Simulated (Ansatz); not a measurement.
Molecular dynamics of Li

Input:

```yaml
accuracy: low
crystal:
  lattice:
    - [6.98, 0.0, 0.0]
    - [0.0, 6.98, 0.0]
    - [0.0, 0.0, 6.98]
  atoms:
    - { symbol: Li, position: [0.00361064, -0.01015969, -0.01212439] }
    - { symbol: Li, position: [0.60097735, -0.04340842, -0.02867671] }
    - { symbol: Li, position: [-0.04603668, 0.40228854, -0.08329028] }
    - { symbol: Li, position: [0.05144986, 0.03236489, 0.37667967] }
    - { symbol: Li, position: [0.32352352, 0.19896046, 0.13276026] }
    - { symbol: Li, position: [0.561385, 0.41365453, -0.04036894] }
    - { symbol: Li, position: [0.43402965, -0.05359145, 0.50428453] }
    - { symbol: Li, position: [0.70881614, 0.17134975, 0.26023772] }
    - { symbol: Li, position: [0.03614076, 0.46851328, 0.39148215] }
    - { symbol: Li, position: [0.23087489, 0.72458709, 0.17232941] }
    - { symbol: Li, position: [0.24700765, 0.34028102, 0.64520055] }
    - { symbol: Li, position: [0.52083204, 0.49627693, 0.35498994] }
    - { symbol: Li, position: [0.71349147, 0.75205801, 0.32229981] }
    - { symbol: Li, position: [0.67757957, 0.29205291, 0.5907287] }
    - { symbol: Li, position: [0.12568097, 0.72066334, 0.72682817] }
    - { symbol: Li, position: [0.75843157, 0.67641207, 0.67909192] }
basis:
  ecutwfc: 420.0
kpoints:
  mp_grid: { grid: [2, 2, 2] }
hamiltonian:
  xc: pbe
  dispersion: d3bj
scf:
  occupations: { method: fermi_dirac, width: 0.11 }
  lower_state_search: "off"
md:
  timestep: 1
  n_steps: 400
  ensemble: nvt_langevin
  temperature: 1040.0
  initial_velocities: maxwell_boltzmann
  seed: 852312
  friction: 0.02
  temperature_schedule:
    - { n_steps: 300, end_temperature: 300.0 }
    - { n_steps: 100, end_temperature: 300.0 }
```

Run as:

```bash
$ ansatz run input.yaml --threads 1 --pin off --max-ram 3072MiB --backend cpu --events-out ev --progress --plain --runs-dir out
```

It goes on from the last frame of an earlier run, with new velocities.

Output, in part (step lines):

```
md step     0: t =     0.00 fs  T =   975.0 K (target 1040.0 K)  F+E_penalty+E_count = -3275.03586544 eV  E_kin = 2.016456 eV  (7 SCF iters)
md step     1: t =     1.00 fs  T =   935.3 K (target 1038.8 K)  F+E_penalty+E_count = -3275.03561008 eV  E_kin = 1.934318 eV  (6 SCF iters)
md step     2: t =     2.00 fs  T =  1003.8 K (target 1036.3 K)  F+E_penalty+E_count = -3275.02860300 eV  E_kin = 2.075959 eV  (6 SCF iters)
md step     3: t =     3.00 fs  T =  1034.9 K (target 1033.8 K)  F+E_penalty+E_count = -3275.01842397 eV  E_kin = 2.140438 eV  (6 SCF iters)
md step     4: t =     4.00 fs  T =  1073.5 K (target 1031.4 K)  F+E_penalty+E_count = -3275.00547370 eV  E_kin = 2.220231 eV  (6 SCF iters)
md step     5: t =     5.00 fs  T =  1072.9 K (target 1028.9 K)  F+E_penalty+E_count = -3274.99226307 eV  E_kin = 2.218882 eV  (5 SCF iters)
md step     6: t =     6.00 fs  T =  1019.0 K (target 1026.4 K)  F+E_penalty+E_count = -3274.98306510 eV  E_kin = 2.107481 eV  (5 SCF iters)
md step     7: t =     7.00 fs  T =   959.0 K (target 1024.0 K)  F+E_penalty+E_count = -3274.97982199 eV  E_kin = 1.983462 eV  (5 SCF iters)
[... lines left out ...]
md step   399: t =   399.00 fs  T =   319.5 K (target 300.0 K)  F+E_penalty+E_count = -3276.58924408 eV  E_kin = 0.660869 eV  (5 SCF iters)
md step   400: t =   400.00 fs  T =   309.5 K (target 300.0 K)  F+E_penalty+E_count = -3276.58095535 eV  E_kin = 0.640139 eV  (5 SCF iters)
```

The steps, from the saved trajectory:

```json
{"time (fs)": "0.0", "T (K)": "975", "potential energy less start (eV)": "0.000"}
{"time (fs)": "13.0", "T (K)": "1125", "potential energy less start (eV)": "0.030"}
{"time (fs)": "26.0", "T (K)": "1230", "potential energy less start (eV)": "0.027"}
{"time (fs)": "39.0", "T (K)": "671", "potential energy less start (eV)": "0.336"}
{"time (fs)": "52.0", "T (K)": "814", "potential energy less start (eV)": "-0.005"}
{"time (fs)": "65.0", "T (K)": "1048", "potential energy less start (eV)": "-0.509"}
{"time (fs)": "78.0", "T (K)": "826", "potential energy less start (eV)": "-0.179"}
{"time (fs)": "91.0", "T (K)": "701", "potential energy less start (eV)": "0.149"}
{"time (fs)": "104.0", "T (K)": "877", "potential energy less start (eV)": "-0.047"}
{"time (fs)": "117.0", "T (K)": "1021", "potential energy less start (eV)": "-0.266"}
{"time (fs)": "130.0", "T (K)": "785", "potential energy less start (eV)": "-0.226"}
{"time (fs)": "143.0", "T (K)": "743", "potential energy less start (eV)": "-0.568"}
{"time (fs)": "156.0", "T (K)": "901", "potential energy less start (eV)": "-0.975"}
{"time (fs)": "169.0", "T (K)": "681", "potential energy less start (eV)": "-0.970"}
{"time (fs)": "182.0", "T (K)": "771", "potential energy less start (eV)": "-1.105"}
{"time (fs)": "195.0", "T (K)": "669", "potential energy less start (eV)": "-1.278"}
{"time (fs)": "208.0", "T (K)": "698", "potential energy less start (eV)": "-1.382"}
{"time (fs)": "221.0", "T (K)": "580", "potential energy less start (eV)": "-1.038"}
{"time (fs)": "234.0", "T (K)": "401", "potential energy less start (eV)": "-1.030"}
{"time (fs)": "247.0", "T (K)": "483", "potential energy less start (eV)": "-1.299"}
{"time (fs)": "260.0", "T (K)": "469", "potential energy less start (eV)": "-1.222"}
{"time (fs)": "273.0", "T (K)": "530", "potential energy less start (eV)": "-1.218"}
{"time (fs)": "286.0", "T (K)": "524", "potential energy less start (eV)": "-1.328"}
{"time (fs)": "299.0", "T (K)": "533", "potential energy less start (eV)": "-1.450"}
{"time (fs)": "312.0", "T (K)": "584", "potential energy less start (eV)": "-1.542"}
{"time (fs)": "325.0", "T (K)": "472", "potential energy less start (eV)": "-1.497"}
{"time (fs)": "338.0", "T (K)": "379", "potential energy less start (eV)": "-1.509"}
{"time (fs)": "351.0", "T (K)": "501", "potential energy less start (eV)": "-1.594"}
{"time (fs)": "364.0", "T (K)": "411", "potential energy less start (eV)": "-1.644"}
{"time (fs)": "377.0", "T (K)": "493", "potential energy less start (eV)": "-1.733"}
{"time (fs)": "390.0", "T (K)": "424", "potential energy less start (eV)": "-1.654"}
```

All steps were run. The schedule's set-point averaged 362 K over the second half and the system 501 K, so it lags behind the ramp. A run of 0.4 ps of so small a system gives no equilibrium averages. Limits of this set-up: coarse k mesh, low accuracy level.

Mean squared displacements from the first frame to the last, about the centre of mass: Li 0.61 Å².

Last frame:

```xyz
16
Lattice="6.9800 0.0000 0.0000 0.0000 6.9800 0.0000 0.0000 0.0000 6.9800" Properties=species:S:1:pos:R:3
Li -0.080 -0.333 -0.290
Li 3.308 -0.572 -0.570
Li -0.413 2.461 0.182
Li -0.831 -0.987 2.934
Li 1.777 1.240 1.741
Li 3.165 2.462 -0.313
Li 2.925 -1.014 3.120
Li 4.777 0.829 1.356
Li -0.442 2.878 3.020
Li 1.407 4.443 0.936
Li 1.389 1.087 4.813
Li 3.511 3.270 3.114
Li 4.488 4.520 0.838
Li 4.758 0.961 4.433
Li 1.584 4.287 5.274
Li 4.952 4.474 5.247
```

Time of the run: 23 min on 1 thread of Arm Neoverse V1, on a shared host, peak memory 0.49 GiB.
